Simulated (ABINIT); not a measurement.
Runs of ABINIT 10.8.3 (patched build) on Al2Au. The structure is cubic, space group Fm-3m (No. 225). Conventional cell: a = 6.000 Å, b = 6.000 Å, c = 6.000 Å, α = 90.00°, β = 90.00°, γ = 90.00°. Au (site symmetry m-3m) is surrounded by 8 Al at 2.60 Å. Al (site symmetry -43m) has 4 Au at 2.60 Å as nearest neighbours. 

```tsv
level	V0 of scaled cells (Å³/atom)	B0 (GPa)
WC	18.09	113
PBE	18.52	104
AM05	17.98	(c)
RPBE	18.84	98
LDA	17.67	120
PW91	18.51	103
PBEsol	18.03	(a)
revPBE	(b)	100
```

Alike in all rows: task equation of state; potentials or basis JTH PAW PBE v2.0; no spin polarisation; cell as given; k mesh 8 × 8 × 8; cutoff (eV) 653; smearing fermi-dirac 0.05 eV.

Estimate the missing entries.

(a) 114; (b) 18.76; (c) 115.

Caveats: pressures at fixed basis lie under the slope of the energies; the PAW data sets were made with another functional, which shifts forces and pressure a little (some runs).
